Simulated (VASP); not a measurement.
# Pt (P6_3/mmc) in VASP: single point with revPBE+D3(BJ)

Aim: the single point of Pt with revPBE+D3(BJ).

All numbers are computed with VASP 6.6.1; they aren't measurements. Logs are shortened: lines on timing, memory, paths and dates and some standing lists are left out, and cuts for length are marked.

## (1) Starting point

It takes space group P6_3/mmc (No. 194, hexagonal). Conventional cell: a = 2.761 Å, b = 2.761 Å, c = 4.792 Å, α = 90.00°, β = 90.00°, γ = 120.00°. Pt (site symmetry -6m2) is surrounded by 12 Pt at 2.76 to 2.88 Å.

This isn't the form of Pt at room conditions, which is fcc.

## (2) Single point, revPBE+D3(BJ)

INCAR

```
PREC = Accurate ; ENCUT = 520
EDIFF = 1E-6 ; ISMEAR = -1
SIGMA = 0.05 ; LREAL = F
LASPH = T ; NELM = 100
ALGO = Normal ; ISIF = 2
LWAVE = F ; LCHARG = F
GGA = RE ; IVDW = 12
NBANDS = 17
```

KPOINTS

```
regular mesh
0
Gamma
  9 9 5
```

POSCAR

```
Pt
1.0
    2.7606656200      0.0000000000      0.0000000000
   -1.3803328100      2.3908065583      0.0000000000
    0.0000000000      0.0000000000      4.7921340000
Pt
2
Direct
    0.3333333333      0.6666666667      0.2500000000
    0.6666666667      0.3333333333      0.7500000000
```

Potentials or basis: VASP PAW PBE potentials, release 64 (Pt).

Command:

```bash
$ cat potpaw_PBE.64/Pt/POTCAR > POTCAR
$ mpirun -np 1 vasp_std > vasp.out
```

OUTCAR:

```text
PREC = Accurate
   ENCUT = 520
   EDIFF = 1E-6
   ISMEAR = -1
   LREAL = F
   LASPH = T
   NELM = 100
   ISIF = 2
   GGA = RE
   IVDW = 12
 IVDW          = 12

 ion  position               nearest neighbor table
   1  0.333  0.667  0.250-   2 2.88   2 2.88   2 2.88   2 2.88   2 2.88   2 2.88
   2  0.667  0.333  0.750-   1 2.88   1 2.88   1 2.88   1 2.88   1 2.88   1 2.88

  LATTYP: Found a hexagonal cell.
 ALAT       =     2.7606656200
 C/A-ratio  =     1.7358618028

  Lattice vectors:

 A1 = (   2.7606656200,   0.0000000000,   0.0000000000)
 A2 = (  -1.3803328100,   2.3908065583,   0.0000000000)
 A3 = (   0.0000000000,   0.0000000000,   4.7921340000)

Analysis of symmetry for initial positions (statically):
=====================================================================
 Subroutine PRICEL returns:
 Original cell was already a primitive cell.

 Routine SETGRP: Setting up the symmetry group for a
 hexagonal supercell.

 Subroutine GETGRP returns: Found 24 space group operations
 (whereof 12 operations were pure point group operations)
 out of a pool of 24 trial point group operations.

The static configuration has the point symmetry D_3d.
 The point group associated with its full space group is D_6h.

Analysis of symmetry for dynamics (positions and initial velocities):
=====================================================================
 Subroutine PRICEL returns:
 Original cell was already a primitive cell.

 Routine SETGRP: Setting up the symmetry group for a
 hexagonal supercell.

 Subroutine GETGRP returns: Found 24 space group operations
 (whereof 12 operations were pure point group operations)
 out of a pool of 24 trial point group operations.

The dynamic configuration has the point symmetry D_3d.
 The point group associated with its full space group is D_6h.

 Subroutine INISYM returns: Found 24 space group operations
 (whereof 12 operations are pure point group operations),
 and found     1 'primitive' translations

----------------------------------------------------------------------------------------

                                     Primitive cell

  volume of cell :      31.6291

  direct lattice vectors                    reciprocal lattice vectors
     2.760665620  0.000000000  0.000000000     0.362231482  0.209134444  0.000000000
    -1.380332810  2.390806558  0.000000000     0.000000000  0.418268888  0.000000000
     0.000000000  0.000000000  4.792134000     0.000000000  0.000000000  0.208675300

  length of vectors
     2.760665620  2.760665620  4.792134000     0.418268888  0.418268888  0.208675300

  position of ions in fractional coordinates (direct lattice)
     0.333333333  0.666666667  0.250000000
     0.666666667  0.333333333  0.750000000

  ion indices of the primitive-cell ions
   primitive index   ion index
                 1           1
                 2           2

----------------------------------------------------------------------------------------

 KPOINTS: regular mesh

Automatic generation of k-mesh.
 Grid dimensions read from file:
 generate k-points for:    9    9    5

 Generating k-lattice:

  Cartesian coordinates                     Fractional coordinates (reciprocal lattice)
     0.040247942  0.023237160  0.000000000     0.111111111  0.000000000  0.000000000
     0.000000000  0.046474321  0.000000000     0.000000000  0.111111111  0.000000000
     0.000000000  0.000000000  0.041735060     0.000000000  0.000000000  0.200000000

  Length of vectors
     0.046474321  0.046474321  0.041735060

  Shift w.r.t. Gamma in fractional coordinates (k-lattice)
     0.000000000  0.000000000  0.000000000

 Subroutine IBZKPT returns following result:
 ===========================================

 Found     36 irreducible k-points:

 Following reciprocal coordinates:
            Coordinates               Weight
  0.000000  0.000000  0.000000      1.000000
  0.111111 -0.000000  0.000000      6.000000
  0.222222 -0.000000  0.000000      6.000000
  0.333333 -0.000000  0.000000      6.000000
  0.444444 -0.000000  0.000000      6.000000
  0.111111  0.111111  0.000000      6.000000
[... 16 lines left out ...]
  0.333333  0.222222  0.200000     24.000000
  0.333333  0.333333  0.200000      4.000000
 [... further k-points ...]
   k-points           NKPTS =     36   k-points in BZ     NKDIM =     36   number of bands    NBANDS=     17
   number of dos      NEDOS =    301   number of ions     NIONS =      2
   total plane-waves  NPLWV =  20736
   dimension x,y,z NGX =    24 NGY =   24 NGZ =   36
   dimension x,y,z NGXF=    48 NGYF=   48 NGZF=   72
   ions per type =               2
   NGX,Y,Z   is equivalent  to a cutoff of  14.45, 14.45, 12.49 a.u.
   NGXF,Y,Z  is equivalent  to a cutoff of  28.91, 28.91, 24.98 a.u.
 SYSTEM =  unknown system
   PREC   = accura    normal or accurate (medium, high low for compatibility)
   ISTART =      0    job   : 0-new  1-cont  2-samecut
   ICHARG =      2    charge: 1-file 2-atom 10-const
   ISPIN  =      1    spin polarized calculation?
   LNONCOLLINEAR =      F non collinear calculations
   LSORBIT =      F    spin-orbit coupling
   LASPH  =      T    aspherical Exc in radial PAW
   ENCUT  =  520.0 eV  38.22 Ry    6.18 a.u.   5.13  5.13  8.91*2*pi/ulx,y,z
   NELM   =    100;   NELMIN=  2; NELMDL= -5     # of ELM steps
   EDIFF  = 0.1E-05   stopping-criterion for ELM
   LREAL  =      F    real-space projection
   EDIFFG = 0.1E-04   stopping-criterion for IOM
   NSW    =      0    number of steps for IOM
   IBRION =     -1    ionic relax: 0-MD 1-quasi-New 2-CG
   NFREE  =      0    steps in history (QN), initial steepest desc. (CG)
   ISIF   =      2    stress and relaxation
   ISYM   =      2    0-nonsym 1-usesym 2-fastsym
   POTIM  = 0.5000    time-step for ionic-motion
   TEBEG  =    0.0;   TEEND  =   0.0 temperature during run
   PSTRESS=    0.0 pullay stress
   NELECT =      20.0000    total number of electrons
   NUPDOWN=      -1.0000    fix difference up-down
   EMIN   =  10.00;   EMAX   =-10.00  energy-range for DOS
   EFERMI =   0.00;   METHOD = LEGACY
   ISMEAR =    -1;   SIGMA  =   0.05  broadening in eV -4-tet -1-fermi 0-gaus
   EFERMI_NEDOS =   21; number of points for ismear=-14 and -15
   IALGO  =     38    algorithm
   IMIX   =      4    mixing-type and parameters
     AMIX     =   0.40;   BMIX     =  1.00
     AMIX_MAG =   1.60;   BMIX_MAG =  1.00
  volume/ion in A,a.u.               =      15.81       106.72
  Fermi-wavevector in a.u.,A,eV,Ry     =   1.405149  2.655347 26.863944  1.974444
  Thomas-Fermi vector in A             =   2.527639
   LORBIT       =      0    0 simple, 1 ext, 2 COOP (PROOUT), +10 PAW based schemes
   GGA     = RE    functional components
   LHFCALC =     F    Hartree Fock is set to
   AEXX    =    0.0000 exact exchange contribution
   IVDW    =    12    specifies the selected vdW correction
   LEPSILON=     F    determine dielectric tensor
   LRPA    =     F    only Hartree local field effects (RPA)
 non-spin polarized calculation
  energy-cutoff  :      520.00
  volume of cell :       31.63
 maximum number of plane-waves:       861
 NGX is ok and might be reduce to    24
   NGX = 11   NGY = 11   NGZ = 17

 number of electron      20.0000004 magnetization

 Free energy of the ion-electron system (eV)
  ---------------------------------------------------
  ext. energy  EPLUGINS =         0.00000000
  ---------------------------------------------------
  free energy    TOTEN  =       -11.09558437 eV

  energy without entropy =      -11.07094268  energy(sigma->0) =      -11.08326352

 E-fermi :  10.4268     XC(G=0): -13.1581

 val. band max:       10.4046367105   @ k =   0.4444  -0.0000   0.0000
 cond. band min:      10.4794809007   @ k =   0.3333   0.1111   0.2000
 fundamental gap:      0.0748441902
 Fermi energy:        10.4267826682

 k-point     1 :       0.0000    0.0000    0.0000
  band No.  band energies     occupation
      1       0.7622      2.00000
      2       3.3928      2.00000
      3       6.4924      2.00000
      4       7.0149      2.00000
      5       7.0149      2.00000
      6       7.3772      2.00000
[... 9 lines left out ...]
     16      27.6808      0.00000
     17      31.4799      0.00000

 k-point     2 :       0.1111   -0.0000    0.0000
  band No.  band energies     occupation
      1       1.2029      2.00000
      2       3.7889      2.00000
      3       6.4123      2.00000
      4       7.0157      2.00000
      5       7.2167      2.00000
      6       7.3524      2.00000
[... 9 lines left out ...]
     16      28.0057      0.00000
     17      29.7214      0.00000

 k-point     3 :       0.2222   -0.0000    0.0000
  band No.  band energies     occupation
      1       2.3707      2.00000
      2       4.5447      2.00000
      3       6.2404      2.00000
      4       6.4214      2.00000
      5       6.6646      2.00000
      6       7.8236      2.00000
[... 9 lines left out ...]
     16      26.9884      0.00000
     17      28.6793      0.00000

 k-point     4 :       0.3333   -0.0000    0.0000
  band No.  band energies     occupation
      1       3.6070      2.00000
      2       4.4524      2.00000
      3       5.3749      2.00000
      4       6.5836      2.00000
      5       7.1313      2.00000
      6       7.4308      2.00000
[... 9 lines left out ...]
     16      25.1902      0.00000
     17      25.7788      0.00000
[... 343 lines left out ...]
      1       4.6491      2.00000
      2       5.0981      2.00000
      3       5.5773      2.00000
      4       5.8709      2.00000
      5       6.8897      2.00000
      6       7.0061      2.00000
[... 9 lines left out ...]
     16      24.5879      0.00000
     17      25.1452      0.00000

 k-point    23 :       0.3333    0.2222    0.2000
  band No.  band energies     occupation
      1       4.7725      2.00000
      2       5.3180      2.00000
      3       5.5670      2.00000
      4       6.0084      2.00000
      5       6.6754      2.00000
      6       7.3541      2.00000
[... 9 lines left out ...]
     16      23.2259      0.00000
     17      24.3831      0.00000

 k-point    24 :       0.3333    0.3333    0.2000
  band No.  band energies     occupation
      1       5.2586      2.00000
      2       5.5856      2.00000
      3       5.5856      2.00000
      4       6.1873      2.00000
      5       6.7865      2.00000
      6       6.7865      2.00000
[... 9 lines left out ...]
     16      21.4065      0.00000
     17      25.4320      0.00000

 [... further k-points ...]

------------------------ aborting loop because EDIFF is reached ----------------------------------------

 Edisp (eV)   -2.79733

 E8    (eV) :    -2.0013

  FORCE on cell =-STRESS in cart. coord.  units (eV):
  Direction    XX          YY          ZZ          XY          YZ          ZX
  --------------------------------------------------------------------------------------
  -------------------------------------------------------------------------------------
  Total      -2.68624    -2.68624    -2.68626     0.00000    -0.00000     0.00000
  in kB    -136.07191  -136.07191  -136.07283     0.00000    -0.00000     0.00000
  external pressure =     -136.07 kB  Pullay stress =        0.00 kB

 VOLUME and BASIS-vectors are now :
 -----------------------------------------------------------------------------
  energy-cutoff  :      520.00
  volume of cell :       31.63
      direct lattice vectors                 reciprocal lattice vectors
     2.760665620  0.000000000  0.000000000     0.362231482  0.209134444  0.000000000
    -1.380332810  2.390806558  0.000000000     0.000000000  0.418268888  0.000000000
     0.000000000  0.000000000  4.792134000     0.000000000  0.000000000  0.208675300

 POSITION                                       TOTAL-FORCE (eV/Angst)
 -----------------------------------------------------------------------------------
     -0.00000      1.59387      1.19803        -0.000000      0.000000     -0.000000
      1.38033      0.79694      3.59410         0.000000     -0.000000      0.000000
 -----------------------------------------------------------------------------------
    total drift:                               -0.000000      0.000000     -0.000000

  FREE ENERGIE OF THE ION-ELECTRON SYSTEM (eV)
  ---------------------------------------------------
  free  energy   TOTEN  =       -13.8929138817 eV

  energy  without entropy=      -13.8682721944  energy(sigma->0) =      -13.88059304
```

It took 10 s on 1 thread of AMD EPYC 9R45 (Zen 5), shared host; peak memory 0.14 GiB.

Results:

```yaml
Free_energy: -13.8929 eV
Pressure: -13.6 GPa
Band_gap_on_the_k_mesh: none (metal or under the smearing width)
Dispersion_energy_per_atom: -1.399 eV
```

Levels at points of the mesh, in eV from the Fermi level:
```tsv
k point	band 8	band 9	band 10	band 11	band 12	band 13
(0.00, 0.00, 0.00)	-1.81	-1.81	-0.71	-0.24	-0.24	4.67
```

Caveat: the PAW data sets were made with another functional, which shifts forces and pressure a little; pairwise dispersion overbinds metals, which lowers pressure and volume.
